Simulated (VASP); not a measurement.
# ZrO2 (P4_2/nmc) in VASP: further runs

The runs below take ZrO2 through single point, relaxation of cell and atoms, with PBE.

All numbers are computed with VASP 6.6.1; they aren't measurements. Logs are shortened: lines on timing, memory, paths and dates and some standing lists are left out, and cuts for length are marked.

### Step 1. The structure

It takes space group P4_2/nmc (No. 137, tetragonal). The conventional cell has a = 3.596 Å, b = 3.596 Å, c = 5.177 Å, α = 90.00°, β = 90.00°, γ = 90.00°. Zr (site symmetry -4m2) is surrounded by 8 O at 2.08 to 2.37 Å. O (site symmetry 2mm) has 4 Zr at 2.08 to 2.37 Å as nearest neighbours.

### Step 2. Single point, PBE

Input file INCAR:

```
SYSTEM = ZrO2
ALGO = Normal
EDIFF = 1E-6
ENCUT = 520
GGA = PE
ISIF = 2
ISMEAR = 0
LASPH = .TRUE.
LCHARG = .FALSE.
LREAL = .FALSE.
LWAVE = .FALSE.
NBANDS = 33
NELM = 100
PREC = Accurate
SIGMA = 0.1
```

Input file KPOINTS:

```
k-points
0
G
  6 6 4
  0 0 0
```

Input file POSCAR:

```
ZrO2
1.0
    3.5961000000      0.0000000000      0.0000000000
    0.0000000000      3.5961000000      0.0000000000
    0.0000000000      0.0000000000      5.1770000000
Zr O
2 4
Direct
    0.0000000000      0.0000000000      0.0000000000
    0.5000000000      0.5000000000      0.5000000000
    0.0000000000      0.5000000000      0.2030000000
    0.0000000000      0.5000000000      0.7030000000
    0.5000000000      0.0000000000      0.2970000000
    0.5000000000      0.0000000000      0.7970000000
```

Potentials or basis: VASP PAW PBE potentials, release 64 (Zr_sv, O).

Launch:

```bash
$ cat potpaw_PBE.64/Zr_sv/POTCAR potpaw_PBE.64/O/POTCAR > POTCAR
$ mpirun -np 1 vasp_std > vasp.out
```

OUTCAR:

```text
SYSTEM = ZrO2
   EDIFF = 1E-6
   ENCUT = 520
   GGA = PE
   ISIF = 2
   ISMEAR = 0
   LASPH = .TRUE.
   LREAL = .FALSE.
   NELM = 100
   PREC = Accurate

 ion  position               nearest neighbor table
   1  0.000  0.000  0.000-   3 2.08   6 2.08   3 2.08   6 2.08   5 2.37   4 2.37   5 2.37   4 2.37
                             2 3.63   2 3.63   2 3.63   2 3.63   2 3.63   2 3.63   2 3.63   2 3.63
   2  0.500  0.500  0.500-   4 2.08   5 2.08   5 2.08   4 2.08   3 2.37   6 2.37   3 2.37   6 2.37
                             1 3.63   1 3.63   1 3.63   1 3.63   1 3.63   1 3.63   1 3.63   1 3.63
   3  0.000  0.500  0.203-   1 2.08   1 2.08   2 2.37   2 2.37
   4  0.000  0.500  0.703-   2 2.08   2 2.08   1 2.37   1 2.37
   5  0.500  0.000  0.297-   2 2.08   2 2.08   1 2.37   1 2.37
   6  0.500  0.000  0.797-   1 2.08   1 2.08   2 2.37   2 2.37

  LATTYP: Found a simple tetragonal cell.
 ALAT       =     3.5961000000
 C/A-ratio  =     1.4396151386

  Lattice vectors:

 A1 = (   3.5961000000,   0.0000000000,   0.0000000000)
 A2 = (   0.0000000000,   3.5961000000,   0.0000000000)
 A3 = (   0.0000000000,   0.0000000000,   5.1770000000)

Analysis of symmetry for initial positions (statically):
=====================================================================
 Subroutine PRICEL returns:
 Original cell was already a primitive cell.

 Routine SETGRP: Setting up the symmetry group for a
 simple tetragonal supercell.

 Subroutine GETGRP returns: Found 16 space group operations
 (whereof  8 operations were pure point group operations)
 out of a pool of 16 trial point group operations.

The static configuration has the point symmetry D_2d.
 The point group associated with its full space group is D_4h.

Analysis of symmetry for dynamics (positions and initial velocities):
=====================================================================
 Subroutine PRICEL returns:
 Original cell was already a primitive cell.

 Routine SETGRP: Setting up the symmetry group for a
 simple tetragonal supercell.

 Subroutine GETGRP returns: Found 16 space group operations
 (whereof  8 operations were pure point group operations)
 out of a pool of 16 trial point group operations.

The dynamic configuration has the point symmetry D_2d.
 The point group associated with its full space group is D_4h.

 Subroutine INISYM returns: Found 16 space group operations
 (whereof  8 operations are pure point group operations),
 and found     1 'primitive' translations

----------------------------------------------------------------------------------------

                                     Primitive cell

  volume of cell :      66.9486

  direct lattice vectors                    reciprocal lattice vectors
     3.596100000  0.000000000  0.000000000     0.278079030  0.000000000  0.000000000
     0.000000000  3.596100000  0.000000000     0.000000000  0.278079030  0.000000000
     0.000000000  0.000000000  5.177000000     0.000000000  0.000000000  0.193162063

  length of vectors
     3.596100000  3.596100000  5.177000000     0.278079030  0.278079030  0.193162063

  position of ions in fractional coordinates (direct lattice)
     0.000000000  0.000000000  0.000000000
     0.500000000  0.500000000  0.500000000
     0.000000000  0.500000000  0.203000000
     0.000000000  0.500000000  0.703000000
     0.500000000  0.000000000  0.297000000
     0.500000000  0.000000000  0.797000000

  ion indices of the primitive-cell ions
   primitive index   ion index
                 1           1
                 2           2
                 3           3
                 4           4
                 5           5
                 6           6

----------------------------------------------------------------------------------------

 KPOINTS: k-points

Automatic generation of k-mesh.
 Grid dimensions read from file:
 generate k-points for:    6    6    4

 Generating k-lattice:

  Cartesian coordinates                     Fractional coordinates (reciprocal lattice)
     0.046346505  0.000000000  0.000000000     0.166666667  0.000000000  0.000000000
     0.000000000  0.046346505  0.000000000     0.000000000  0.166666667  0.000000000
     0.000000000  0.000000000  0.048290516     0.000000000  0.000000000  0.250000000

  Length of vectors
     0.046346505  0.046346505  0.048290516

  Shift w.r.t. Gamma in fractional coordinates (k-lattice)
     0.000000000  0.000000000  0.000000000

 Subroutine IBZKPT returns following result:
 ===========================================

 Found     30 irreducible k-points:

 Following reciprocal coordinates:
            Coordinates               Weight
  0.000000  0.000000  0.000000      1.000000
  0.166667  0.000000  0.000000      4.000000
  0.333333  0.000000  0.000000      4.000000
  0.500000  0.000000  0.000000      2.000000
  0.166667  0.166667  0.000000      4.000000
  0.333333  0.166667  0.000000      8.000000
[... 16 lines left out ...]
[... 54 lines left out ...]
  energy-cutoff  :      520.00
  volume of cell :       66.95
 maximum number of plane-waves:      1844
 NGX is ok and might be reduce to    28
   NGX = 13   NGY = 13   NGZ = 19

 number of electron      48.0000021 magnetization

 Free energy of the ion-electron system (eV)
  ---------------------------------------------------
  ext. energy  EPLUGINS =         0.00000000
  ---------------------------------------------------
  free energy    TOTEN  =       -57.29408608 eV

  energy without entropy =      -57.29408608  energy(sigma->0) =      -57.29408608

 E-fermi :   6.9145     XC(G=0): -11.6907

 val. band max:        6.4513960193   @ k =   0.1667   0.1667   0.0000
 cond. band min:      10.4707255198   @ k =   0.0000   0.0000   0.0000
 fundamental gap:      4.0193295005
 Fermi energy:         6.9145033811

 k-point     1 :       0.0000    0.0000    0.0000
  band No.  band energies     occupation
      1     -40.9688      2.00000
      2     -40.9133      2.00000
      3     -19.5404      2.00000
      4     -18.9889      2.00000
      5     -18.9889      2.00000
      6     -18.8671      2.00000
[... 25 lines left out ...]
     32      14.4716      0.00000
     33      16.1854      0.00000

 k-point     2 :       0.1667    0.0000    0.0000
  band No.  band energies     occupation
      1     -40.9609      2.00000
      2     -40.9127      2.00000
      3     -19.4795      2.00000
      4     -19.1009      2.00000
      5     -18.9741      2.00000
      6     -18.9645      2.00000
[... 25 lines left out ...]
     32      14.5285      0.00000
     33      15.6032      0.00000

 k-point     3 :       0.3333    0.0000    0.0000
  band No.  band energies     occupation
      1     -40.9423      2.00000
      2     -40.9145      2.00000
      3     -19.3371      2.00000
      4     -19.2976      2.00000
      5     -19.2005      2.00000
      6     -18.9634      2.00000
[... 25 lines left out ...]
     32      14.7360      0.00000
     33      14.7547      0.00000

 k-point     4 :       0.5000    0.0000    0.0000
  band No.  band energies     occupation
      1     -40.9242      2.00000
      2     -40.9242      2.00000
      3     -19.3736      2.00000
      4     -19.3736      2.00000
      5     -19.1123      2.00000
      6     -19.1123      2.00000
[... 25 lines left out ...]
     32      14.5351      0.00000
     33      15.1564      0.00000

 k-point     5 :       0.1667    0.1667    0.0000
  band No.  band energies     occupation
      1     -40.9535      2.00000
      2     -40.9118      2.00000
      3     -19.4228      2.00000
      4     -19.1559      2.00000
      5     -19.0458      2.00000
      6     -19.0165      2.00000
[... 604 lines left out ...]
 k-point    22 :       0.1667    0.0000    0.5000
  band No.  band energies     occupation
      1     -40.9368      2.00000
      2     -40.9368      2.00000
      3     -19.3071      2.00000
      4     -19.2448      2.00000
      5     -18.9890      2.00000
      6     -18.9137      2.00000
[... 25 lines left out ...]
     32      15.1734      0.00000
     33      15.3319      0.00000

 k-point    23 :       0.3333    0.0000    0.5000
  band No.  band energies     occupation
      1     -40.9284      2.00000
      2     -40.9284      2.00000
      3     -19.4671      2.00000
      4     -19.3987      2.00000
      5     -18.9990      2.00000
      6     -18.9166      2.00000
[... 25 lines left out ...]
     32      15.2285      0.00000
     33      15.5241      0.00000

 k-point    24 :       0.5000    0.0000    0.5000
  band No.  band energies     occupation
      1     -40.9241      2.00000
      2     -40.9241      2.00000
      3     -19.5240      2.00000
      4     -19.5240      2.00000
      5     -18.9429      2.00000
      6     -18.9429      2.00000
[... 25 lines left out ...]
     32      15.3616      0.00000
     33      15.5546      0.00000

 [... further k-points ...]
[... 5 lines left out ...]
  --------------------------------------------------------------------------------------
  -------------------------------------------------------------------------------------
  Total        2.2363957      2.2363957      2.5937941      0.0000000      0.0000000      0.0000000
  in kB       53.5201778     53.5201778     62.0732379      0.0000000      0.0000000      0.0000000
  external PRESSURE =      56.3711979 kB  Pullay stress =       0.0000000 kB

 VOLUME and BASIS-vectors are now :
 -----------------------------------------------------------------------------
  energy-cutoff  :      520.00
  volume of cell :       66.95
      direct lattice vectors                 reciprocal lattice vectors
     3.596100000  0.000000000  0.000000000     0.278079030  0.000000000  0.000000000
     0.000000000  3.596100000  0.000000000     0.000000000  0.278079030  0.000000000
     0.000000000  0.000000000  5.177000000     0.000000000  0.000000000  0.193162063

 POSITION                                       TOTAL-FORCE (eV/Angst)
 -----------------------------------------------------------------------------------
      0.00000      0.00000      0.00000        -0.000000      0.000000      0.000000
      1.79805      1.79805      2.58850         0.000000     -0.000000      0.000000
      0.00000      1.79805      1.05093        -0.000000     -0.000000     -0.025056
      0.00000      1.79805      3.63943        -0.000000      0.000000     -0.025056
      1.79805      0.00000      1.53757         0.000000      0.000000      0.025056
      1.79805      0.00000      4.12607        -0.000000      0.000000      0.025056
 -----------------------------------------------------------------------------------
    total drift:                                0.000000      0.000000      0.000000

  FREE ENERGIE OF THE ION-ELECTRON SYSTEM (eV)
  ---------------------------------------------------
  free  energy   TOTEN  =       -57.2940860837 eV

  energy  without entropy=      -57.2940860837  energy(sigma->0) =      -57.29408608
```

Run time: 39 s. Hardware: 1 thread of Intel Xeon 6975P-C (Granite Rapids), shared host; peak memory 0.2 GiB.

What came out:

| Quantity | Value |
| --- | --- |
| Free energy | -57.2941 eV |
| Pressure | 5.6 GPa |
| Largest force | 0.025 eV/Å |
| Band gap on the k mesh | 4.02 eV, indirect (least direct gap 4.12 eV) |

Forces in eV/Å, atoms in the order of the input:
```
Zr   0.000  0.000  0.000
Zr   0.000  0.000  0.000
O    0.000  0.000 -0.025
O    0.000  0.000 -0.025
O    0.000  0.000  0.025
O    0.000  0.000  0.025
```

Levels at points of the mesh, in eV from the valence-band top:
| k point | band 21 | band 22 | band 23 | band 24 | band 25 | band 26 | band 27 | band 28 |
| --- | --- | --- | --- | --- | --- | --- | --- | --- |
| (0.00, 0.00, 0.00) | -0.53 | -0.10 | -0.10 | -0.10 | 4.02 | 4.54 | 5.13 | 5.28 |
| (0.50, 0.00, 0.00) | -1.44 | -1.44 | -0.10 | -0.10 | 4.44 | 4.44 | 5.39 | 5.39 |
| (0.50, 0.50, 0.00) | -0.84 | -0.84 | -0.29 | -0.29 | 5.13 | 5.13 | 5.34 | 5.34 |
| (0.00, 0.00, 0.50) | -0.49 | -0.49 | -0.02 | -0.02 | 4.59 | 4.59 | 5.16 | 5.16 |
| (0.50, 0.00, 0.50) | -1.27 | -1.27 | -0.89 | -0.89 | 4.56 | 4.56 | 4.83 | 4.83 |
| (0.50, 0.50, 0.50) | -1.37 | -1.37 | -0.03 | -0.03 | 5.18 | 5.18 | 5.59 | 5.59 |

A k mesh can miss the band edges. As with any semilocal functional, this PBE gap is likely too small.

### Step 3. Single point, PBE

This run uses another cell than the first one, of 11.54 Å³/atom, 1.034 times its volume.

Input file INCAR:

```
PREC = Accurate
ENCUT = 520
EDIFF = 1E-6
ISMEAR = 0
SIGMA = 0.1
LREAL = F
LASPH = T
NELM = 100
ALGO = Normal
ISIF = 2
LWAVE = F
LCHARG = F
GGA = PE
NBANDS = 33
```

Input file KPOINTS:

```
Automatic mesh
0
Gamma
  6 6 4
```

Input file POSCAR:

```
ZrO2
1.0
    3.6207640403      0.0000000000      0.0000000000
    0.0000000000      3.6207640403      0.0000000000
    0.0000000000      0.0000000000      5.2813670661
Zr O
2 4
Direct
    0.0000000000      0.0000000000      0.0000000000
    0.5000000000      0.5000000000      0.5000000000
    0.0000000000      0.5000000000      0.1927973781
    0.0000000000      0.5000000000      0.6927973781
    0.5000000000      0.0000000000      0.3072026219
    0.5000000000      0.0000000000      0.8072026219
```

Potentials or basis: VASP PAW PBE potentials, release 64 (Zr_sv, O).

Launch:

```bash
$ cat potpaw_PBE.64/Zr_sv/POTCAR potpaw_PBE.64/O/POTCAR > POTCAR
$ mpirun -np 1 vasp_std > vasp.out
```

Wall time 32 s (1 thread of Intel Xeon 6975P-C (Granite Rapids), shared host); peak memory 0.2 GiB.

It converged, with:

- Free energy: -57.3411 eV
- Pressure: 0.4 GPa
- Largest force: 0.023 eV/Å
- Band gap on the k mesh: 4.05 eV, indirect (least direct gap 4.13 eV)

Forces on the atoms (eV/Å):
```
Zr   0.000  0.000  0.000
Zr   0.000  0.000  0.000
O    0.000  0.000  0.023
O    0.000  0.000  0.023
O    0.000  0.000 -0.023
O    0.000  0.000 -0.023
```

Stress tensor (GPa, compression positive):
```
0.45 0.00 0.00
0.00 0.45 0.00
0.00 0.00 0.36
```

Levels at points of the mesh, in eV from the valence-band top:
```tsv
k point	band 22	band 23	band 24	band 25	band 26	band 27
(0.00, 0.00, 0.00)	-0.15	-0.08	-0.08	4.05	4.57	5.17
(0.50, 0.00, 0.00)	-1.36	-0.11	-0.11	4.44	4.44	5.36
(0.50, 0.50, 0.00)	-0.75	-0.53	-0.53	5.07	5.07	5.52
(0.00, 0.00, 0.50)	-0.59	-0.01	-0.01	4.56	4.56	5.23
(0.50, 0.00, 0.50)	-1.28	-0.78	-0.78	4.52	4.52	4.87
(0.50, 0.50, 0.50)	-1.50	-0.11	-0.11	5.10	5.10	5.72
```

A k mesh can miss the band edges.

### Step 4. Relaxation of cell and atoms, PBE

Input file INCAR:

```
  ALGO = Fast
  EDIFF = 1E-6
  EDIFFG = -0.04
  ENCUT = 600
  GGA = PE
  IBRION = 2
  ISIF = 3
  ISMEAR = 0
  LASPH = T
  LCHARG = F
  LREAL = F
  LWAVE = F
  NELM = 100
  NSW = 60
  PREC = Accurate
  SIGMA = 0.1
```

Input file KPOINTS:

```
k-points
0
Gamma
  6 6 4
```

Input file POSCAR:

```
ZrO2
1.0
    3.5961000000      0.0000000000      0.0000000000
    0.0000000000      3.5961000000      0.0000000000
    0.0000000000      0.0000000000      5.1770000000
Zr O
2 4
Direct
    0.0000000000      0.0000000000      0.0000000000
    0.5000000000      0.5000000000      0.5000000000
    0.0000000000      0.5000000000      0.2030000000
    0.0000000000      0.5000000000      0.7030000000
    0.5000000000      0.0000000000      0.2970000000
    0.5000000000      0.0000000000      0.7970000000
```

Launch:

```bash
$ cat potpaw_PBE.64/Zr_sv/POTCAR potpaw_PBE.64/O/POTCAR > POTCAR
$ mpirun -np 1 vasp_std > vasp.out
```

Wall time 6 min (1 thread of Intel Xeon 6975P-C (Granite Rapids), shared host); peak memory 0.22 GiB.

Results (log left out):

```
Free energy                            : -57.3445 eV
Relaxed volume                         : 11.54 Å³/atom
Relaxed cell                           : a = 3.621 Å, b = 3.621 Å, c = 5.281 Å, α = 90.00°, β = 90.00°, γ = 90.00°
Space group after relaxing (to 0.05 Å) : P4_2/nmc (No. 137)
Energy gained by relaxing              : 6.7 meV/atom
Ionic steps                            : 10
Pressure after relaxing                : -0.1 GPa
Band gap on the k mesh                 : 4.04 eV, indirect (least direct gap 4.12 eV)
```

Forces on the atoms (eV/Å):
```
Zr   0.000  0.000  0.000
Zr   0.000  0.000  0.000
O    0.000  0.000 -0.003
O    0.000  0.000 -0.003
O    0.000  0.000  0.003
O    0.000  0.000  0.003
```

Stress tensor (GPa, compression positive):
```
 0.00  0.00  0.00
 0.00  0.00  0.00
 0.00  0.00 -0.17
```

The path:
```
step  energy change (eV)  largest force (eV/Å)  pressure (GPa)  volume (Å³)
   1              0.0000                0.0246            5.40        66.95
   2              0.0199                0.2682           -6.66        70.66
   3             -0.0257                0.1320           -0.09        68.51
   4             -0.0292                0.1243           -0.06        68.59
   5             -0.0342                0.1039            0.07        68.78
   6             -0.0348                0.0927            0.16        68.87
   7             -0.0371                0.0722            0.11        68.96
   8             -0.0398                0.0298           -0.01        69.14
   9             -0.0383                0.0609           -0.18        69.50
  10             -0.0404                0.0025           -0.06        69.26
```

Final structure:
```
Zr O
1.0
     3.62140    0.00000    0.00000
     0.00000    3.62140    0.00000
     0.00000    0.00000    5.28085
Zr O
2 4
Cartesian
  0.0000 0.0000 0.0000
  1.8107 1.8107 2.6404
  3.6214 1.8107 1.0226
  3.6214 1.8107 3.6630
  1.8107 0.0000 1.6179
  1.8107 0.0000 4.2583
```

Levels at points of the mesh, in eV from the valence-band top:
```tsv
k point	band 22	band 23	band 24	band 25	band 26	band 27
(0.00, 0.00, 0.00)	-0.15	-0.07	-0.07	4.04	4.56	5.17
(0.50, 0.00, 0.00)	-1.36	-0.11	-0.11	4.43	4.43	5.35
(0.50, 0.50, 0.00)	-0.76	-0.50	-0.50	5.07	5.07	5.49
(0.00, 0.00, 0.50)	-0.58	0.00	0.00	4.56	4.56	5.21
(0.50, 0.00, 0.50)	-1.27	-0.78	-0.78	4.52	4.52	4.86
(0.50, 0.50, 0.50)	-1.48	-0.09	-0.09	5.10	5.10	5.69
```

### Step 5. Summary

```tsv
task	cell	cutoff (eV)	gap on the mesh (eV)	pressure (GPa)	largest force (eV/Å)
single point	P4_2/nmc, 11.16 Å³/atom	520	4.02	5.6	0.03
single point	P4_2/nmc, 11.54 Å³/atom	520	4.05	0.4	0.02
relaxation of cell and atoms	relaxed	600	4.04	-0.1	-
```

Alike in all rows: level PBE; potentials or basis VASP PAW PBE potentials, release 64 (Zr_sv, O); no spin polarisation; k mesh 6 × 6 × 4; smearing gaussian 0.1 eV.

Absolute energies hang on the potentials; compare differences alone.
